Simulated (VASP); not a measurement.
A run of VASP 6.6.1 is set up as follows.

Contents of INCAR:

```
SYSTEM = Ge49H20
ALGO = Normal ; EDIFF = 1E-6
ENCUT = 400 ; GGA = PE
ISIF = 2 ; ISMEAR = 0
ISYM = 0 ; LASPH = .True.
LCHARG = .False. ; LREAL = Auto
LWAVE = .False. ; NBANDS = 393
NCORE = 4 ; NELM = 60
PREC = Accurate ; SIGMA = 0.05
```

The input KPOINTS:

```
k-points
0
Gamma
  1 1 1
  0 0 0
```

Contents of POSCAR:

```
Ge49H20                                 
1.0
    8.0016203359      8.0016203359      0.0000000000
   -8.0016203359      8.0016203359      0.0000000000
    0.0000000000      0.0000000000     23.7419000000
  Ge              H             
    49    20
Selective dynamics
Direct
     0.6867286186487396    0.3108616534848262    0.4180470566144597   T   T   T
     0.8116876265267196    0.6788778828018284    0.4200329100278182   T   T   T
     0.0588252773600207    0.9445947135045478    0.4191888121054999   T   T   T
     0.3078123752973842    0.1985604737651187    0.4402068344616790   T   T   T
     0.9687265414005621    0.5330187166214735    0.4560337058402485   T   T   T
     0.2129336984346303    0.7862622589058679    0.4334963064134066   T   T   T
     0.4646643496283696    0.0322463511895000    0.4596521604076566   T   T   T
     0.5358712439003602    0.4613826610510933    0.4519406141605320   T   T   T
     0.8775454355289952    0.3893371002160348    0.3862491344702252   T   T   T
     0.8744049362970665    0.8703915928338544    0.3813420368627596   T   T   T
     0.1360380138476028    0.1308285247694672    0.3845951206391068   T   T   T
     0.3843471871409648    0.3711830449140655    0.3874377815358695   T   T   T
     0.1117396191180755    0.6215656338581738    0.3856837648156510   T   T   T
     0.3775858037758246    0.8915338276021946    0.3874147467248093   T   T   T
     0.6063087774608147    0.1202723352975339    0.3877616622650899   T   T   T
     0.6178430907186704    0.6136758426983850    0.3860130352887074   T   T   T
     0.9983523639246884    0.2526186633729957    0.3282114243578688   T   T   T
     0.0060524623862461    0.7450627501819044    0.3169545679894414   T   T   T
     0.2525714896424535    0.9982962523591242    0.3196212894613010   T   T   T
     0.4974245535091749    0.2522698066734956    0.3204021069729386   T   T   T
     0.2510647376713354    0.4984530323126234    0.3311337937970093   T   T   T
     0.4975439134299887    0.7536180505600260    0.3298050815010959   T   T   T
     0.7443252307760453    0.0055052245397393    0.3275449036976414   T   T   T
     0.7512295735033887    0.5027946625636867    0.3190291707719240   T   T   T
     0.8738594337858806    0.1268436797191818    0.2668167766954306   T   T   T
     0.8749309595450127    0.6258683103799415    0.2591392844330108   T   T   T
     0.1270332006590743    0.8761586521337862    0.2604562850728986   T   T   T
     0.3749919884745094    0.1270890197076559    0.2605335289813411   T   T   T
     0.1269515782472165    0.3759021806485924    0.2673750733346935   T   T   T
     0.3733392735374945    0.6259605163861715    0.2684993195181823   T   T   T
     0.6243473650017926    0.8741828130767929    0.2667885541600313   T   T   T
     0.6229759534862146    0.3762371768006265    0.2618442677143781   T   T   T
     0.7500248800204771    0.2505151748734274    0.2039293831791195   T   T   T
     0.7475681577471555    0.7525021881011323    0.2030269202931645   T   T   T
     0.9978385511374085    0.0023514022397125    0.2041253929525546   T   T   T
     0.2478982031063984    0.2521914419820610    0.2033952826280234   T   T   T
     0.0027284467903882    0.4977100668327997    0.2035597150507101   T   T   T
     0.2521049095445631    0.7479294006502508    0.2035773873889931   T   T   T
     0.5009489498563946    0.9983278885618970    0.2037921147311255   T   T   T
     0.4968032163310841    0.5031089227885346    0.2045650103751001   T   T   T
     0.8750000000000000    0.3750000000000000    0.1448662490999979   F   F   F
     0.8750000000000000    0.8750000000000000    0.1448662490999979   F   F   F
     0.1250000000000000    0.1250000000000000    0.1448662490999979   F   F   F
     0.3750000000000000    0.3750000000000000    0.1448662490999979   F   F   F
     0.1250000000000000    0.6250000000000000    0.1448662490999979   F   F   F
     0.3750000000000000    0.8750000000000000    0.1448662490999979   F   F   F
     0.6250000000000000    0.1250000000000000    0.1448662490999979   F   F   F
     0.6250000000000000    0.6250000000000000    0.1448662490999979   F   F   F
     0.2535786148433701    0.7457545873745874    0.5332144009921087   T   T   T
     0.9510221023000014    0.2989778976999986    0.1052990704000010   F   F   F
     0.7989778976999986    0.4510221023000014    0.1052990704000010   F   F   F
     0.9510221023000014    0.7989778976999986    0.1052990704000010   F   F   F
     0.7989778976999986    0.9510221023000014    0.1052990704000010   F   F   F
     0.2010221023000014    0.0489778976999986    0.1052990704000010   F   F   F
     0.0489778976999986    0.2010221023000014    0.1052990704000010   F   F   F
     0.4510221023000014    0.2989778976999986    0.1052990704000010   F   F   F
     0.2989778976999986    0.4510221023000014    0.1052990704000010   F   F   F
     0.2010221023000014    0.5489778976999986    0.1052990704000010   F   F   F
     0.0489778976999986    0.7010221023000014    0.1052990704000010   F   F   F
     0.4510221023000014    0.7989778976999986    0.1052990704000010   F   F   F
     0.2989778976999986    0.9510221023000014    0.1052990704000010   F   F   F
     0.7010221023000014    0.0489778976999986    0.1052990704000010   F   F   F
     0.5489778976999986    0.2010221023000014    0.1052990704000010   F   F   F
     0.7010221023000014    0.5489778976999986    0.1052990704000010   F   F   F
     0.5489778976999986    0.7010221023000014    0.1052990704000010   F   F   F
     0.2531133651600621    0.6106423814627322    0.5412647971044434   T   T   T
     0.3772397903681060    0.7937834331768276    0.5477403612644856   T   T   T
     0.1625946228922460    0.8011065888232518    0.5735161112223434   T   T   T
     0.2532612500269742    0.2433030292333178    0.4967181422600296   T   T   T
```

Potentials or basis: VASP PAW PBE potentials, release 64 (Ge_d, H).

Launch:

```console
$ cat potpaw_PBE.64/Ge_d/POTCAR potpaw_PBE.64/H/POTCAR > POTCAR
$ mpirun -np 8 vasp_gam > vasp.out
```

**Question.** Predict the largest force.

**Answer.** 0.266 eV/Å.

**Question.** Predict the band gap on the k mesh.

**Answer.** 0.56 eV, direct.

Forces in eV/Å, atoms in the order of the input:
```
Ge  -0.080 -0.012  0.013
Ge   0.097 -0.014 -0.002
Ge   0.028  0.003 -0.004
Ge   0.047 -0.019  0.074
Ge  -0.052 -0.020  0.047
Ge  -0.014 -0.005  0.064
Ge  -0.021  0.016  0.056
Ge   0.071 -0.008  0.049
Ge  -0.020 -0.012  0.080
Ge   0.020 -0.007  0.068
Ge  -0.005 -0.025  0.061
Ge   0.027  0.027  0.062
Ge  -0.018 -0.017  0.072
Ge  -0.011  0.008  0.068
Ge  -0.003  0.015  0.089
Ge   0.027 -0.007  0.079
Ge   0.002 -0.010  0.044
Ge  -0.024  0.017  0.057
Ge  -0.023 -0.030  0.057
Ge   0.019  0.049  0.075
Ge   0.000  0.004  0.019
Ge   0.009 -0.001  0.028
Ge   0.003  0.004  0.049
Ge  -0.004  0.004  0.105
Ge   0.009  0.002  0.011
Ge   0.007  0.014 -0.027
Ge   0.007 -0.008 -0.040
Ge   0.010  0.012 -0.016
Ge   0.005 -0.001  0.008
Ge   0.000  0.005  0.011
Ge  -0.005 -0.001  0.009
Ge   0.011  0.005 -0.019
Ge   0.007 -0.001 -0.049
Ge  -0.006  0.000 -0.046
Ge  -0.001 -0.002 -0.053
Ge   0.002  0.001 -0.046
Ge  -0.003  0.004 -0.058
Ge   0.007  0.001 -0.048
Ge  -0.009 -0.004 -0.046
Ge  -0.001  0.001 -0.056
Ge   0.188  0.026 -0.139
Ge  -0.210  0.041 -0.147
Ge  -0.219 -0.004 -0.137
Ge  -0.212  0.055 -0.107
Ge   0.191  0.013 -0.174
Ge   0.202 -0.012 -0.173
Ge   0.143 -0.020 -0.078
Ge  -0.221 -0.086 -0.119
Ge   0.011 -0.003  0.080
H   -0.080 -0.026 -0.012
H    0.052  0.015  0.036
H   -0.042  0.005  0.044
H    0.067  0.026 -0.024
H   -0.047 -0.009  0.037
H    0.083 -0.016 -0.027
H   -0.054  0.012  0.031
H    0.115  0.005 -0.021
H   -0.111  0.014 -0.014
H    0.054  0.005  0.026
H   -0.100  0.005 -0.019
H    0.057 -0.021  0.027
H   -0.061  0.018 -0.028
H    0.056 -0.001  0.027
H   -0.048 -0.011  0.040
H    0.102 -0.004 -0.014
H   -0.009  0.013  0.008
H   -0.018 -0.012  0.004
H   -0.005 -0.010 -0.006
H    0.006 -0.004  0.032
```

Expect the measured gap to be larger: semilocal functionals such as PBE lack the derivative discontinuity.
